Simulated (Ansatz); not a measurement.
BaSnO$_{3}$:
```cif
data_BaO3Sn
_chemical_formula_sum 'Sn1 Ba1 O3'
_space_group_name_H-M_alt 'Pm-3m'
_space_group_IT_number 221
_space_group_name_Hall '-P 4 2 3'
_cell_length_a 4.17601
_cell_length_b 4.17601
_cell_length_c 4.17601
_cell_angle_alpha 90.000
_cell_angle_beta 90.000
_cell_angle_gamma 90.000
loop_
_atom_site_label
_atom_site_type_symbol
_atom_site_symmetry_multiplicity
_atom_site_Wyckoff_symbol
_atom_site_fract_x
_atom_site_fract_y
_atom_site_fract_z
_atom_site_occupancy
Sn1 Sn 1 a 0.00000 0.00000 0.00000 1
Ba1 Ba 1 b 0.50000 0.50000 0.50000 1
O1 O 3 d 0.00000 0.00000 0.50000 1
```

Relaxed with PBE.

Question: Which orbitals make up the states near the band edges in PBE (plane waves, PAW; program Ansatz)?

Answer: Top 1 eV of the valence band: O 2p 96 %. Bottom 1 eV of the conduction band: Sn 5s 55 %, O 2s 20 %, O 2p 19 %. Projections are on Löwdin-orthogonalised atomic valence shells; empty p or d shells of many metals are not among them.

Question: Tabulate the density of states.

Answer: States/eV per cell of 5 atoms, in 0.25 eV bins, energy from the valence-band maximum.

| E (eV) | total | O 2p | Sn 5s | Sn 5p |
|---|---|---|---|---|
| -7.85 | 0.32 | 0.18 | 0.13 | 0.01 |
| -7.60 | 0.41 | 0.22 | 0.15 | 0.01 |
| -7.35 | 0.49 | 0.27 | 0.17 | 0.02 |
| -7.10 | 0.58 | 0.32 | 0.20 | 0.02 |
| -6.85 | 0.78 | 0.43 | 0.26 | 0.03 |
| -6.60 | 0.93 | 0.51 | 0.29 | 0.05 |
| -6.35 | 0.84 | 0.47 | 0.25 | 0.05 |
| -6.10 | 0.76 | 0.44 | 0.21 | 0.06 |
| -5.85 | 0.66 | 0.39 | 0.16 | 0.07 |
| -5.60 | 0.58 | 0.35 | 0.13 | 0.07 |
| -5.35 | 0.49 | 0.30 | 0.09 | 0.06 |
| -5.10 | 0.35 | 0.22 | 0.06 | 0.05 |
| -4.85 | 0.24 | 0.15 | 0.03 | 0.04 |
| -4.60 | 0.20 | 0.14 | 0.01 | 0.04 |
| -4.35 | 2.02 | 1.47 | 0.01 | 0.48 |
| -4.10 | 2.06 | 1.52 | 0.01 | 0.46 |
| -3.85 | 1.44 | 1.07 | 0.02 | 0.29 |
| -3.60 | 1.23 | 0.91 | 0.02 | 0.22 |
| -3.35 | 1.11 | 0.83 | 0.02 | 0.18 |
| -3.10 | 1.06 | 0.80 | 0.02 | 0.16 |
| -2.85 | 1.09 | 0.85 | 0.02 | 0.14 |
| -2.60 | 2.39 | 1.95 | 0.02 | 0.14 |
| -2.35 | 3.13 | 2.59 | 0.01 | 0.13 |
| -2.10 | 3.61 | 2.95 | 0.02 | 0.19 |
| -1.85 | 2.18 | 1.82 | 0.02 | 0.11 |
| -1.60 | 9.41 | 8.50 | 0.02 | 0.09 |
| -1.35 | 6.61 | 6.13 | 0.01 | 0.07 |
| -1.10 | 5.33 | 5.00 | 0.01 | 0.06 |
| -0.85 | 7.64 | 7.27 | 0.01 | 0.05 |
| -0.60 | 6.98 | 6.66 | 0.00 | 0.05 |
| -0.35 | 4.59 | 4.42 | 0.00 | 0.03 |
| -0.10 | 2.04 | 2.00 | 0.00 | 0.01 |
| 0.15 | 0.00 | 0.00 | 0.00 | 0.00 |
| 0.40 | 0.00 | 0.00 | 0.00 | 0.00 |
| 0.65 | 0.00 | 0.00 | 0.00 | 0.00 |
| 0.90 | 0.02 | 0.00 | 0.01 | 0.00 |
| 1.15 | 0.04 | 0.01 | 0.02 | 0.00 |
| 1.40 | 0.06 | 0.01 | 0.03 | 0.00 |
| 1.65 | 0.07 | 0.02 | 0.04 | 0.00 |
| 1.90 | 0.10 | 0.03 | 0.05 | 0.00 |
| 2.15 | 0.12 | 0.03 | 0.06 | 0.01 |
| 2.40 | 0.15 | 0.04 | 0.07 | 0.01 |
| 2.65 | 0.18 | 0.05 | 0.09 | 0.01 |
| 2.90 | 0.21 | 0.06 | 0.10 | 0.01 |
| 3.15 | 0.25 | 0.07 | 0.12 | 0.02 |
| 3.40 | 0.29 | 0.09 | 0.13 | 0.02 |
| 3.65 | 0.33 | 0.10 | 0.15 | 0.03 |
| 3.90 | 0.39 | 0.12 | 0.18 | 0.04 |
| 4.15 | 0.47 | 0.15 | 0.21 | 0.04 |
| 4.40 | 0.65 | 0.21 | 0.29 | 0.06 |
| 4.65 | 0.76 | 0.25 | 0.33 | 0.08 |
| 4.90 | 0.76 | 0.24 | 0.31 | 0.10 |
| 5.15 | 1.05 | 0.24 | 0.31 | 0.20 |

The cell was relaxed with PBE under the symmetry of its start. At this level the phase is dynamically unstable (imaginary phonons). Scalar-relativistic: spin–orbit coupling is off unless named, which matters more the heavier the elements.

Potentials: the later of the program's two PAW sets.
